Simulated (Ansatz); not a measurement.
Reaction (ligand exchange at a Zn–N bond): `[F][Zn][N]([SiH3])[SiH3]` + tert-butanol → `CC(C)(C)[O][Zn][F]` + `[SiH3]N[SiH3]`

Computed with Ansatz on PBE0-D4/def2-TZVP structures; ΔE is electronic, products minus reactants. CBS: MP2 limit from def2 TZ/QZ plus the TZ coupled-cluster correction, frozen cores. This one scheme is used for every species. DFT in def2-TZVPP. For Zn outer-core shells are correlated without core-valence functions, which leaves a few kJ/mol of doubt a bond. Scalar relativity is left out up to krypton. One conformer a species, not always the lowest.

```csv
level,ΔE (kcal/mol)
CAM-B3LYP-D4,0.2
r2SCAN0,1.6
HF/def2-QZVPP,1.1
HF/CBS(def2),1.0
```

Q: What does CCSD(T)/CBS give? (Estimate.)

A: Computed: +1.3 kcal/mol. The listed levels differ from it by -1.1, 0.3, -0.2, -0.3 kcal/mol.

Largest T1 diagnostic among the species: 0.016.

From PBE to PBE0 (25 % exact exchange), in def2-TZVPP and without D4, ΔE moves by +1.2 kcal/mol. Leaving LDA and LC-ωPBE aside and taking each functional with its dispersion term where it has one, the values, not all of them listed here, spread over 3.1 kcal/mol, from BLYP-D4 to PBE-QIDH.

CCSD(T)/CBS has its own doubt, a few kJ/mol and more with outer-core shells, so smaller differences from it don't rank the levels.
